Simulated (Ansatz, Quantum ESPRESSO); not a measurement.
# 1T-GeCl2, 1 layer: response to a perpendicular field, part 6 of 6

How does 1T-GeCl2, 1 layer respond to a gate-like field without added charge?

Quantum ESPRESSO 7.5; plane-wave DFT, PBE, GBRV ultrasoft pseudopotentials; geometry and cross-check by Ansatz 0.2.0 with PAW datasets.

So far. Step 14 (Valence density): The density integrates to 28.000 electrons, as the 28 of the input ask. Step 19 (The same in Ansatz: field 0.1 V/Å): At 0.1 V/Å Ansatz's dipole is 0.0311 e Å against 0.0311 from pw.x.

### Step 22. Self-consistent run, with smearing = mv, degauss = 0.03 and conv_thr = 0.0001

A sensitivity test on the input.

Level of this step: plane-wave DFT, PBE, GBRV ultrasoft pseudopotentials (Quantum ESPRESSO 7.5).

Input file f1.w0.in:

```
&control
  prefix = 'f1.w0'
  outdir = './out'
  pseudo_dir = './pseudo'
  calculation = 'scf'
  tprnfor = .true.
  tefield = .true.
  dipfield = .true.
/
&system
  ibrav = 0
  nat = 3
  ntyp = 2
  ecutwfc = 40
  ecutrho = 200
  occupations = 'smearing'
  smearing = 'mv'
  degauss = 0.03
  edir = 3
  emaxpos = 0.97
  eopreg = 0.04
  eamp = 0.00194469
/
&electrons
  conv_thr = 0.0001
  mixing_beta = 0.4
  electron_maxstep = 120
  mixing_mode = 'plain'
/
ATOMIC_SPECIES
  Cl  35.4500  cl_pbe_v1.4.uspp.F.UPF
  Ge  72.6300  ge_pbe_v1.4.uspp.F.UPF
CELL_PARAMETERS angstrom
  3.93856040963331 0.00000000000000 0.00000000000000
  -1.96928020481666 3.41089336908209 -0.00000000000000
  0.00000000000000 -0.00000000000000 19.58830051540000
ATOMIC_POSITIONS crystal
  Cl  0.666666666667 0.333333333333 0.424919235791
  Ge  0.000000000000 0.000000000000 0.500000020751
  Cl  0.333333333333 0.666666666667 0.575080743459
K_POINTS automatic
  12 12 1 0 0 0
```

Started as:

```console
> OMP_NUM_THREADS=1 mpirun -n 4 pw.x -nk 4 -in f1.w0.in > f1.w0.out
```

Log:

```text
[banner, memory and clock lines left out]
Program PWSCF v.7.5 starts
[citation notice left out]

[...]
bravais-lattice index     =            0
     lattice parameter (alat)  =       7.4428  a.u.
     unit-cell volume          =    1775.8203 (a.u.)^3
     number of atoms/cell      =            3
     number of atomic types    =            2
     number of electrons       =        28.00
     number of Kohn-Sham states=           18
     kinetic-energy cutoff     =      40.0000  Ry
     charge density cutoff     =     200.0000  Ry
     scf convergence threshold =      1.0E-04
     mixing beta               =       0.4000
     number of iterations used =            8  plain     mixing
     Exchange-correlation=  SLA  PW   PBX  PBC
                           (   1   4   3   4   0   0   0)

[...]
PseudoPot. # 1 for Cl read from file:
     ./pseudo/cl_pbe_v1.4.uspp.F.UPF
     Pseudo is Ultrasoft + core correction, Zval =  7.0
     Generated by new atomic code, or converted to UPF format
     Using radial grid of  909 points,  6 beta functions with:
                l(1) =   0
                l(2) =   0
                l(3) =   1
                l(4) =   1
                l(5) =   2
                l(6) =   2
     Q(r) pseudized with  8 coefficients,  rinner =    1.300   1.300   1.300
                                                       1.300   1.300

     PseudoPot. # 2 for Ge read from file:
     ./pseudo/ge_pbe_v1.4.uspp.F.UPF
     Pseudo is Ultrasoft + core correction, Zval = 14.0
     Generated by new atomic code, or converted to UPF format
     Using radial grid of  873 points,  6 beta functions with:
                l(1) =   0
                l(2) =   0
                l(3) =   1
                l(4) =   1
                l(5) =   2
                l(6) =   2
     Q(r) pseudized with  8 coefficients,  rinner =    1.400   1.400   1.400
                                                       1.400   1.400

     atomic species   valence    mass     pseudopotential
     Cl                7.00    35.45000     Cl( 1.00)
     Ge               14.00    72.63000     Ge( 1.00)

     No symmetry found

[...]
number of k points=    74  Marzari-Vanderbilt smearing, width (Ry)=  0.0300
[...]
Dense  grid:    84743 G-vectors     FFT dimensions: (  36,  36, 180)

     Smooth grid:    60479 G-vectors     FFT dimensions: (  30,  30, 150)

     Initial potential from superposition of free atoms

     starting charge      27.9991, renormalised to      28.0000

     negative rho (up, down):  2.820E-02 0.000E+00

     Adding external electric field

     Computed dipole along edir(3) :
        Dipole               -0.0000 Ry au,         -0.0000 Debye
        Dipole field         -0.0000 Ry au,

        E field amplitude [Ha a.u.]:  1.9447E-03
        Potential amp.        0.1382 Ry
        Total length         35.5359 bohr

     Starting wfcs are   17 randomized atomic wfcs +    1 random wfcs

     per-process dynamical memory:    91.5 Mb

     Self-consistent Calculation

     iteration #  1     ecut=    40.00 Ry     beta= 0.40
     Davidson diagonalization with overlap
     ethr =  1.00E-02,  avg # of iterations =  5.4

     Threshold (ethr) on eigenvalues was too large:
     Diagonalizing with lowered threshold

     Davidson diagonalization with overlap
     ethr =  4.40E-04,  avg # of iterations =  2.4

     negative rho (up, down):  2.845E-02 0.000E+00

     Adding external electric field

     Computed dipole along edir(3) :
        Dipole                0.1050 Ry au,          0.2668 Debye
        Dipole field          0.0007 Ry au,

        E field amplitude [Ha a.u.]:  1.9447E-03
        Potential amp.        0.0854 Ry
        Total length         35.5359 bohr

     total energy              =    -280.37463929 Ry
     estimated scf accuracy    <       0.11914215 Ry

     iteration #  2     ecut=    40.00 Ry     beta= 0.40
[...]
negative rho (up, down):  2.805E-02 0.000E+00

[...]
Dipole               -0.0086 Ry au,         -0.0219 Debye
[...]
E field amplitude [Ha a.u.]:  1.9447E-03
[...]
total energy              =    -280.39938106 Ry
     estimated scf accuracy    <       0.01344282 Ry

     iteration #  3     ecut=    40.00 Ry     beta= 0.40
[...]
negative rho (up, down):  2.791E-02 0.000E+00

[...]
Dipole                0.0782 Ry au,          0.1986 Debye
[...]
E field amplitude [Ha a.u.]:  1.9447E-03
[...]
total energy              =    -280.40079030 Ry
     estimated scf accuracy    <       0.00899586 Ry

     iteration #  4     ecut=    40.00 Ry     beta= 0.40
[...]
negative rho (up, down):  2.753E-02 0.000E+00

[...]
Dipole                0.0597 Ry au,          0.1518 Debye
[...]
E field amplitude [Ha a.u.]:  1.9447E-03
[...]
total energy              =    -280.40241645 Ry
     estimated scf accuracy    <       0.00170008 Ry

     iteration #  5     ecut=    40.00 Ry     beta= 0.40
[...]
negative rho (up, down):  2.740E-02 0.000E+00

[...]
Dipole                0.0577 Ry au,          0.1466 Debye
[...]
E field amplitude [Ha a.u.]:  1.9447E-03
[...]
total energy              =    -280.40261451 Ry
     estimated scf accuracy    <       0.00012779 Ry

     iteration #  6     ecut=    40.00 Ry     beta= 0.40
[...]
negative rho (up, down):  2.739E-02 0.000E+00

[...]
Dipole                0.0642 Ry au,          0.1633 Debye
[...]
E field amplitude [Ha a.u.]:  1.9447E-03
[...]
End of self-consistent calculation

          k = 0.0000 0.0000 0.0000 (  7617 PWs)   bands (ev):

   -27.9443 -27.9413 -27.9413 -27.9383 -27.9383 -18.5941 -17.9605 -10.3742
    -5.8515  -5.8515  -5.7565  -5.7565  -5.7171  -4.7134  -1.4547  -0.0364
    -0.0364   2.1975

          k = 0.0000 0.0962 0.0000 (  7603 PWs)   bands (ev):

   -27.9441 -27.9417 -27.9412 -27.9383 -27.9380 -18.5625 -17.9473 -10.4085
    -6.1773  -6.0016  -5.8490  -5.7078  -5.6780  -4.5265  -1.2448  -0.0976
     0.0367   2.2974

[...]
the Fermi energy is    -2.4010 ev

!    total energy              =    -280.40262692 Ry
     estimated scf accuracy    <       0.00000599 Ry
     smearing contrib. (-TS)   =       0.00000004 Ry
     internal energy E=F+TS    =    -280.40262696 Ry

     The total energy is F=E-TS. E is the sum of the following terms:
     one-electron contribution =    -956.50607777 Ry
     hartree contribution      =     488.07899183 Ry
     xc contribution           =     -76.98919448 Ry
     ewald contribution        =     265.01387411 Ry
     electric field correction =      -0.00022066 Ry

     convergence has been achieved in   6 iterations

     negative rho (up, down):  2.739E-02 0.000E+00

     Forces acting on atoms (cartesian axes, Ry/au):

     atom    1 type  1   force =     0.00000040   -0.00000106   -0.00368023
     atom    2 type  2   force =    -0.00000059    0.00000418    0.00632835
     atom    3 type  1   force =     0.00000019   -0.00000311   -0.00264812

     Total force =     0.007785     Total SCF correction =     0.010168
     SCF correction compared to forces is large: reduce conv_thr to get better values

[...]
```

Elapsed: 33 s, on 4 MPI ranks of Arm Neoverse V1, shared host; peak memory 0.65 GiB; 2.2 min of CPU time.

The changed values were drawn from a wide range, not chosen for quality; the comparison shows what they did here together.

Beside the run it was changed from:

```
                     quantity   this run  unchanged run  difference
dipole along the normal (e·Å)    0.03400        0.03108      0.0029
             free energy (eV)  -3815.072      -3815.072      4.6e-5
                wall time (s)         33             47            
               SCF iterations          6              8
```

The free energy moves by +0.015 meV an atom.

This run starts from superposed atoms, the unchanged one from a saved density, so their iteration counts don't compare.

The physical values in this table move by up to 9.4 %.

### Step 23. By hand

α = Δp/E = (0.03108 − (0.00000)) e Å / 0.1 V/Å = 0.3108 e Å²/V; times e/(4πε₀) = 14.40 V Å this is 4.476 Å³. With A = 13.434 Å², 4πα/A = 4.187 Å.

### Step 24. Summary of results

```yaml
polarisability_along_the_normal_a_cell: 4.48 Å³
sheet_polarisability_4pi_alpha_a: 4.19 Å
dipole_without_a_field: 0 e·Å
kohn_sham_ionisation_potential_upper_face: 7.04 eV
gap_along_the_path_at_0_v_a: 2.62 eV
gap_along_the_path_at_0p2_v_a: 2.62 eV
gap_along_the_path_at_minus_0p2_v_a: 2.62 eV
```

The sheet answers a field with a polarisability of 4.48 Å³ a cell, or 4πα/A = 4.19 Å (PBE, GBRV ultrasoft). In pw.x the dipole follows the field linearly over the range tried. A perfect conductor 4.19 Å thick would screen alike; the outer atoms lie 2.94 Å apart. At 0.1 V/Å the sheet takes 0.419 eV off the potential drop. At 0.2 V/Å the gap along the path is unchanged within 0.01 eV. Quantum ESPRESSO and Ansatz give 4.476 and 4.478 Å³ for the polarisability (pw.x from 0 and 0.1 V/Å, Ansatz from ±0.1 V/Å), which agree. The ions stay at their zero-field places, so this is the electrons' response alone. Semilocal gaps are too small, and in strong fields empty levels can belong to the vacuum. Spin-orbit coupling is left out; depending on the atoms that carry the levels of interest, it can split and shift them by some tens of meV.

[Logs are printed without paths, hosts, clocks, repeated set-up lines and the standing remarks that a program may print on its own settings, such as how far it seeks lower states.]

[Hosts, paths, dates, database ids (printed as entryN), source tags and the programs' standing remarks are cut or masked in the printed files.]

[Maps of the electrostatic potential energy from Ansatz leave out the sawtooth potential of an applied field or a dipole correction, so their vacuum need not be flat; planar profiles and work functions include it.]
